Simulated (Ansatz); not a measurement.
# Gold, A15 under RPBE: relaxation and energy

What does RPBE give for gold in the A15 structure? We relax it, then solve it on a dense k-mesh. Spin polarisation is left out. The k-meshes are 5×5×5 for the relaxation; 6×6×6 for the dense run.

Method: DFT RPBE, plane waves (420 eV) with PAW, scalar-relativistic; PBE-made PAW files, in Ansatz 0.2.0.

## 1. The starting structure

Symmetry: Pm-3n, No. 223, cubic system. The conventional cell has a = 5.138 Å, b = 5.138 Å, c = 5.138 Å, α = 90.00°, β = 90.00°, γ = 90.00°. Au (site symmetry m-3) is surrounded by 12 Au at 2.87 Å. Around Au (site symmetry -4m2) lie 6 Au at 2.57 to 2.87 Å.

Coordinates:

```xyz
8
Lattice="5.1383 0.0000 0.0000 0.0000 5.1383 0.0000 0.0000 0.0000 5.1383" Properties=species:S:1:pos:R:3 pbc="T T T"
Au    0.0000    0.0000    0.0000
Au    2.5691    2.5691    2.5691
Au    1.2846    0.0000    2.5691
Au    3.8537    0.0000    2.5691
Au    2.5691    1.2846    0.0000
Au    2.5691    3.8537    0.0000
Au    0.0000    2.5691    1.2846
Au    0.0000    2.5691    3.8537
```

## 2. Relaxing cell and atoms

File input.yaml:

```yaml
crystal:
  lattice:
    - [5.1382604225, 0.0, 0.0]
    - [0.0, 5.1382604225, 0.0]
    - [0.0, 0.0, 5.1382604225]
  atoms:
    - { symbol: Au, position: [0.0, 0.0, 0.0] }
    - { symbol: Au, position: [0.5, 0.5, 0.5] }
    - { symbol: Au, position: [0.25, 0.0, 0.5] }
    - { symbol: Au, position: [0.75, 0.0, 0.5] }
    - { symbol: Au, position: [0.5, 0.25, 0.0] }
    - { symbol: Au, position: [0.5, 0.75, 0.0] }
    - { symbol: Au, position: [0.0, 0.5, 0.25] }
    - { symbol: Au, position: [0.0, 0.5, 0.75] }
hamiltonian:
  xc: rpbe
  pseudopotentials:
    kind: paw
    azcp:
      Au: "pseudopotentials/Au.paw.azcp"
basis:
  ecutwfc: 420
  fft_grid_basis: typed
kpoints:
  mp_grid: { grid: [5, 5, 5], shift: [0, 0, 0] }
magnetization:
  spin_polarized: false
scf:
  occupations: { method: fermi_dirac, width: 0.1 }
relax:
  max_steps: 60
  f_tol: 0.01
  cell: {}
```

Run with:

```
ansatz run input.yaml --threads 4 --pin off --max-ram 8192MiB --backend cpu --events-out ev --progress --plain --runs-dir out
```

The runs that follow: Dense single point.

**Question.** What will these runs give? Wanted: space group; conventional cell; volume; shortest distance; gap on the mesh; relative to fcc.

The runs gave:

```
                      quantity                         value
space group (spins left aside)               Pm-3n (No. 223)
             conventional cell                   a = 5.353 Å
                        volume                19.172 Å³/atom
             shortest distance                       2.676 Å
               gap on the mesh  none (levels filled in part)
               relative to fcc                 +104 meV/atom
```

What this shows: From the guessed start the volume grew by 13.1 % in 5 steps. It lies 104 meV/atom above the element's reference form at the same level (fcc, from a run of its own). Levels at the Fermi energy are filled in part, as in a metal. The symmetry was held, so the structure may be unstable against distortions that break it.
